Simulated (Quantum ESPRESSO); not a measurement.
# NaI (Fm-3m) in Quantum ESPRESSO: notebook, part 2 of 2

Quantum ESPRESSO 7.5.

### Step 3. Wannier functions, PBE

pw.in

```
&CONTROL
  calculation = 'scf'
  prefix = 'pwscf'
  outdir = './tmp'
  pseudo_dir = './pseudo'
  tprnfor = .true.
  tstress = .true.
  disk_io = 'low'
/
&SYSTEM
  ibrav = 0
  nat = 2
  ntyp = 2
  ecutwfc = 36
  ecutrho = 216
  nbnd = 14
  occupations = 'smearing'
  smearing = 'fd'
  degauss = 0.00367493
/
&ELECTRONS
  conv_thr = 4d-10
  electron_maxstep = 120
  mixing_beta = 0.5
/
ATOMIC_SPECIES
I    126.9045 I.GGA_PBE-JTH.UPF
Na    22.9898 Na.GGA_PBE-JTH.UPF
CELL_PARAMETERS angstrom
   0.0000000000    3.2364000000    3.2364000000
   3.2364000000    0.0000000000    3.2364000000
   3.2364000000    3.2364000000    0.0000000000
ATOMIC_POSITIONS crystal
I      0.5000000000    0.5000000000    0.5000000000
Na     0.0000000000    0.0000000000    0.0000000000
K_POINTS automatic
4 4 4 0 0 0
```

nscf.in

```
&CONTROL
  calculation = 'nscf'
  prefix = 'pwscf'
  outdir = './tmp'
  pseudo_dir = './pseudo'
  disk_io = 'low'
/
&SYSTEM
  ibrav = 0
  nat = 2
  ntyp = 2
  ecutwfc = 36
  ecutrho = 216
  nbnd = 16
  occupations = 'smearing'
  smearing = 'fd'
  degauss = 0.00367493
  nosym = .true.
  noinv = .true.
/
&ELECTRONS
  conv_thr = 1d-09
  electron_maxstep = 120
  mixing_beta = 0.5
  diago_full_acc = .true.
/
ATOMIC_SPECIES
I    126.9045 I.GGA_PBE-JTH.UPF
Na    22.9898 Na.GGA_PBE-JTH.UPF
CELL_PARAMETERS angstrom
   0.0000000000    3.2364000000    3.2364000000
   3.2364000000    0.0000000000    3.2364000000
   3.2364000000    3.2364000000    0.0000000000
ATOMIC_POSITIONS crystal
I      0.5000000000    0.5000000000    0.5000000000
Na     0.0000000000    0.0000000000    0.0000000000
K_POINTS crystal
64
  0.00000000   0.00000000   0.00000000 1.56250000e-02
  0.00000000   0.00000000   0.25000000 1.56250000e-02
  0.00000000   0.00000000   0.50000000 1.56250000e-02
  0.00000000   0.00000000   0.75000000 1.56250000e-02
  0.00000000   0.25000000   0.00000000 1.56250000e-02
  0.00000000   0.25000000   0.25000000 1.56250000e-02
[... 56 lines left out ...]
  0.75000000   0.75000000   0.50000000 1.56250000e-02
  0.75000000   0.75000000   0.75000000 1.56250000e-02
```

pw2wan.in

```
&INPUTPP
  prefix = 'pwscf'
  outdir = './tmp'
  seedname = 'w'
  write_mmn = .true.
  write_amn = .true.
/
```

bands.in

```
&CONTROL
  calculation = 'bands'
  prefix = 'pwscf'
  outdir = './tmp'
  pseudo_dir = './pseudo'
  disk_io = 'low'
/
&SYSTEM
  ibrav = 0
  nat = 2
  ntyp = 2
  ecutwfc = 36
  ecutrho = 216
  nbnd = 16
  occupations = 'smearing'
  smearing = 'fd'
  degauss = 0.00367493
/
&ELECTRONS
  conv_thr = 1d-08
  electron_maxstep = 120
  mixing_beta = 0.5
  diago_full_acc = .true.
/
ATOMIC_SPECIES
I    126.9045 I.GGA_PBE-JTH.UPF
Na    22.9898 Na.GGA_PBE-JTH.UPF
CELL_PARAMETERS angstrom
   0.0000000000    3.2364000000    3.2364000000
   3.2364000000    0.0000000000    3.2364000000
   3.2364000000    3.2364000000    0.0000000000
ATOMIC_POSITIONS crystal
I      0.5000000000    0.5000000000    0.5000000000
Na     0.0000000000    0.0000000000    0.0000000000
K_POINTS crystal
77
  0.00000000   0.00000000   0.00000000 1
  0.04166700   0.00000000   0.04166700 1
  0.08333300   0.00000000   0.08333300 1
  0.12500000   0.00000000   0.12500000 1
  0.16666700   0.00000000   0.16666700 1
  0.20833300   0.00000000   0.20833300 1
[... 69 lines left out ...]
  0.53125000   0.06250000   0.53125000 1
  0.50000000   0.00000000   0.50000000 1
```

w.win

```
num_wann = 5
num_bands = 12
guiding_centres = true
dis_froz_max = 6.99
dis_num_iter = 600
dis_mix_ratio = 0.5
dis_conv_tol = 1.0d-9
num_iter = 400
conv_tol = 1.0d-9
conv_window = 4
num_print_cycles = 40
fermi_energy = 3.6717
bands_plot = true
write_hr = true
mp_grid = 4 4 4
exclude_bands = 1-4
begin projections
I: s;p
Na: s
end projections
begin unit_cell_cart
ang
  0.0000000000   3.2364000000   3.2364000000
  3.2364000000   0.0000000000   3.2364000000
  3.2364000000   3.2364000000   0.0000000000
end unit_cell_cart
begin atoms_frac
I    0.5000000000   0.5000000000   0.5000000000
Na   0.0000000000   0.0000000000   0.0000000000
end atoms_frac
begin kpoint_path
G   0.0000000000   0.0000000000   0.0000000000  X   0.5000000000   0.0000000000   0.5000000000
X   0.5000000000   0.0000000000   0.5000000000  W   0.5000000000   0.2500000000   0.7500000000
W   0.5000000000   0.2500000000   0.7500000000  K   0.3750000000   0.3750000000   0.7500000000
K   0.3750000000   0.3750000000   0.7500000000  G   0.0000000000   0.0000000000   0.0000000000
G   0.0000000000   0.0000000000   0.0000000000  L   0.5000000000   0.5000000000   0.5000000000
L   0.5000000000   0.5000000000   0.5000000000  U   0.6250000000   0.2500000000   0.6250000000
U   0.6250000000   0.2500000000   0.6250000000  W   0.5000000000   0.2500000000   0.7500000000
W   0.5000000000   0.2500000000   0.7500000000  L   0.5000000000   0.5000000000   0.5000000000
L   0.5000000000   0.5000000000   0.5000000000  K   0.3750000000   0.3750000000   0.7500000000
U   0.6250000000   0.2500000000   0.6250000000  X   0.5000000000   0.0000000000   0.5000000000
end kpoint_path
bands_num_points = 12
begin kpoints
  0.00000000   0.00000000   0.00000000
  0.00000000   0.00000000   0.25000000
  0.00000000   0.00000000   0.50000000
  0.00000000   0.00000000   0.75000000
  0.00000000   0.25000000   0.00000000
  0.00000000   0.25000000   0.25000000
[... 56 lines left out ...]
  0.75000000   0.75000000   0.50000000
  0.75000000   0.75000000   0.75000000
end kpoints
```

Potentials or basis: JTH 2.0 PBE.

Run with:

```bash
$ OMP_NUM_THREADS=1 pw.x -in pw.in > pw.out
$ OMP_NUM_THREADS=1 pw.x -in nscf.in > nscf.out
$ wannier90.x -pp w
$ OMP_NUM_THREADS=1 pw2wannier90.x -in pw2wan.in > pw2wan.out
$ wannier90.x w
$ OMP_NUM_THREADS=1 pw.x -in bands.in > bands.out
```

pw.out:

```text
This program is part of the open-source Quantum ESPRESSO suite
     for quantum simulation of materials; please cite
         "P. Giannozzi et al., J. Phys.:Condens. Matter 21 395502 (2009);
         "P. Giannozzi et al., J. Phys.:Condens. Matter 29 465901 (2017);
         "P. Giannozzi et al., J. Chem. Phys. 152 154105 (2020);
     in publications or presentations arising from this work. More details at

     file I.GGA_PBE-JTH.UPF: wavefunction(s)  0S 0P renormalized
     file Na.GGA_PBE-JTH.UPF: wavefunction(s)  2S 3S 2P 3P renormalized
     Message from routine setup:
     using ibrav=0 with symmetry is DISCOURAGED, use correct ibrav instead

     G-vector sticks info
     --------------------
     sticks:   dense  smooth     PW     G-vecs:    dense   smooth      PW
     Sum        1111     745    223                24357    13371    2133

     Using Slab Decomposition

     bravais-lattice index     =            0
     lattice parameter (alat)  =       8.6492  a.u.
     unit-cell volume          =     457.5233 (a.u.)^3
     number of atoms/cell      =            2
     number of atomic types    =            2
     number of electrons       =        16.00
     number of Kohn-Sham states=           14
     kinetic-energy cutoff     =      36.0000  Ry
     charge density cutoff     =     216.0000  Ry
     scf convergence threshold =      4.0E-10
     mixing beta               =       0.5000
     number of iterations used =            8  plain     mixing
     Exchange-correlation= SLA PW PBX PBC
                           (   1   4   3   4   0   0   0)

     celldm(1)=   8.649202  celldm(2)=   0.000000  celldm(3)=   0.000000
     celldm(4)=   0.000000  celldm(5)=   0.000000  celldm(6)=   0.000000

     crystal axes: (cart. coord. in units of alat)
               a(1) = (   0.000000   0.707107   0.707107 )
               a(2) = (   0.707107   0.000000   0.707107 )
               a(3) = (   0.707107   0.707107   0.000000 )

[... 152 lines left out ...]

          k =-0.1768-0.5303 0.5303 (  1667 PWs)   bands (ev):

   -48.7069 -20.6305 -20.6281 -20.6275  -8.8118   0.0416   0.9308   1.3283
     7.3317   8.5751   9.7457  10.6210  12.6769  14.5238

          k = 0.0000-0.3536 0.3536 (  1658 PWs)   bands (ev):

   -48.7068 -20.6301 -20.6283 -20.6267  -8.8594   0.1764   0.8874   1.5696
     8.0727   8.7197   9.2683  10.0514  11.5614  13.9024

          k =-0.7071 0.0000 0.0000 (  1660 PWs)   bands (ev):

   -48.7068 -20.6305 -20.6281 -20.6281  -8.7719  -0.0489   1.1103   1.1103
     6.3321   7.4245  11.7429  13.2735  13.2735  13.7425

          k =-0.7071 0.3536 0.0000 (  1648 PWs)   bands (ev):

   -48.7067 -20.6292 -20.6292 -20.6282  -8.7636   0.4470   0.4470   0.9229
     7.6781   9.3727   9.3727   9.8127  13.9928  13.9929

     the Fermi energy is     2.9805 ev

!    total energy              =    -488.34366513 Ry
     total all-electron energy =      -488.343665 Ry
     estimated scf accuracy    <          2.1E-10 Ry
     smearing contrib. (-TS)   =      -0.00000000 Ry
     internal energy E=F+TS    =    -488.34366513 Ry

     The total energy is F=E-TS. E is the sum of the following terms:
     one-electron contribution =     -85.04599510 Ry
     hartree contribution      =      40.31647199 Ry
     xc contribution           =     -20.70829212 Ry
     ewald contribution        =     -59.95333956 Ry
     one-center paw contrib.   =    -362.95251033 Ry

     convergence has been achieved in   7 iterations

     negative rho (up, down):  5.582E-03 0.000E+00

     Forces acting on atoms (cartesian axes, Ry/au):

     atom    1 type  1   force =    -0.00000000    0.00000000   -0.00000000
     atom    2 type  2   force =    -0.00000000   -0.00000000    0.00000000

     Total force =     0.000000     Total SCF correction =     0.000000

     Computing stress (Cartesian axis) and pressure

     negative rho (up, down):  5.582E-03 0.000E+00
          total   stress  (Ry/bohr**3)                   (kbar)     P=        3.03
   0.00002060   0.00000000   0.00000000            3.03        0.00        0.00
   0.00000000   0.00002060   0.00000000            0.00        3.03        0.00
   0.00000000   0.00000000   0.00002060            0.00        0.00        3.03

=------------------------------------------------------------------------------=
   JOB DONE.
=------------------------------------------------------------------------------=
```

nscf.out:

```text
This program is part of the open-source Quantum ESPRESSO suite
     for quantum simulation of materials; please cite
         "P. Giannozzi et al., J. Phys.:Condens. Matter 21 395502 (2009);
         "P. Giannozzi et al., J. Phys.:Condens. Matter 29 465901 (2017);
         "P. Giannozzi et al., J. Chem. Phys. 152 154105 (2020);
     in publications or presentations arising from this work. More details at
[... 475 lines left out ...]
     6.7765   9.3930   9.8732   9.8732  11.5375  11.5375  12.4783  15.7467

     the Fermi energy is     3.9740 ev
     (compare with:     2.9805 eV, computed in scf)

=------------------------------------------------------------------------------=
   JOB DONE.
=------------------------------------------------------------------------------=
```

Wall time 74 s (1 thread of Arm Neoverse V1, shared host); peak memory 0.09 GiB.

Results:

```yaml
Free_energy: -6644.2540 eV
Pressure: 0.3 GPa
Band_gap_on_the_k_mesh: 3.64 eV, direct
Band_gap_along_the_path: 3.64 eV, direct
Total_Wannier_spread: 13.80 Å² over 5 functions
RMS_miss_of_the_Wannier_bands: 0.037 eV
```

Levels at the corners of the path, in eV from the valence-band top:
```
point  band 6  band 7  band 8  band 9  band 10  band 11
    Γ    0.00    0.00    0.00    3.64     8.00     8.00
    X   -1.90   -0.74   -0.74    4.48     5.57     9.89
    W   -1.41   -1.41   -0.93    5.82     7.52     7.52
    K   -1.64   -1.34   -0.60    5.21     6.70     8.73
    Γ    0.00    0.00    0.00    3.64     8.00     8.00
    L   -2.18   -0.28   -0.28    5.08     7.47     7.47
    U   -1.64   -1.34   -0.60    5.21     6.70     8.73
    W   -1.41   -1.41   -0.93    5.82     7.52     7.52
    L   -2.18   -0.28   -0.28    5.08     7.47     7.47
    K   -1.64   -1.34   -0.60    5.21     6.70     8.73
    U   -1.64   -1.34   -0.60    5.21     6.70     8.73
    X   -1.90   -0.74   -0.74    4.48     5.57     9.89
```

Wannier functions:
```tsv
function	nearest atom	distance (Å)	spread (Å²)	on-site energy from the reference level (eV)
1	1 I	0.54	1.95	-4.77
2	1 I	0.57	1.90	-4.92
3	1 I	0.57	1.90	-4.93
4	1 I	0.57	1.90	-4.93
5	2 Na	0.21	6.16	2.77
```

Parts of the spread (Å²): invariant 10.00, diagonal 0.980, off-diagonal 2.83, total 13.80. Against the direct bands the interpolation misses by 37 meV (root mean square) and 187 meV at most, for states up to 1 eV over the reference level.

Caveat: the k mesh is coarse (spacing up to 0.42 Å⁻¹), so the values aren't converged; the cutoff is low for these files, which shifts pressure and relaxed volume; spin-orbit coupling is left out, which moves the levels of the heavy elements.

### Step 4. How close it comes

Step 2. Measured high-frequency dielectric constant of NaI: 3.01 (a printed reference work, monograph). This calculation gives 3.36 (+11.5 %).
